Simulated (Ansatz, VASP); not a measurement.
# Two plane-wave programs on SrCl2

File INCAR:

```
PREC = Accurate
ENCUT = 520
EDIFF = 1E-6
ISMEAR = 0
SIGMA = 0.02
LREAL = F
LASPH = T
NELM = 80
ALGO = Normal
ISIF = 2
LWAVE = F
LCHARG = F
GGA = PE
NBANDS = 19
```

KPOINTS

```
Automatic mesh
0
Gamma
  6 6 6
```

File POSCAR:

```
SrCl2
1.0
    0.0000000000      3.5540598027      3.5540598027
    3.5540598027      0.0000000000      3.5540598027
    3.5540598027      3.5540598027      0.0000000000
Sr Cl
1 2
Direct
    0.0000000000      0.0000000000      0.0000000000
    0.2500000000      0.2500000000      0.2500000000
    0.7500000000      0.7500000000      0.7500000000
```

Input for Ansatz:

```yaml
crystal:
  lattice:
    - [0.0, 3.5540598027, 3.5540598027]
    - [3.5540598027, 0.0, 3.5540598027]
    - [3.5540598027, 3.5540598027, 0.0]
  atoms:
    - { symbol: Sr, position: [0.0, 0.0, 0.0] }
    - { symbol: Cl, position: [0.25, 0.25, 0.25] }
    - { symbol: Cl, position: [0.75, 0.75, 0.75] }
basis:
  ecutwfc: 420
kpoints:
  mp_grid: { grid: [6, 6, 6] }
hamiltonian:
  xc: pbe
scf:
  occupations: { method: gaussian, width: 0.02 }
output:
  forces: true
  stress: true
  eigenvalues: true
```

Alike in both runs: task single point; functional PBE; k mesh 6 × 6 × 6; occupations gaussian, width 0.02 eV; no spin polarisation.

|  | VASP | Ansatz |
| --- | --- | --- |
| version | VASP 6.6.1 | Ansatz 0.2.0 |
| potentials or method | VASP PAW PBE potentials, release 64 (Sr_sv, Cl) | scalar-relativistic, plane waves, PAW |
| plane-wave cutoff (eV) | 520 | 420 |
| valence electrons in the cell | 24 | 24 |

|  | VASP | Ansatz | Ansatz less VASP |
| --- | --- | --- | --- |
| gap on the k mesh at the Fermi level (eV) | 5.12 | 5.13 | +0.004 |
| least direct gap on the mesh (eV) | 5.44 | 5.44 | +0.001 |
| pressure (GPa) | -0.8 | -0.9 | -0.06 |

A k mesh can miss the band edges. PBE gaps usually lie below the measured ones, often by a third to a half.
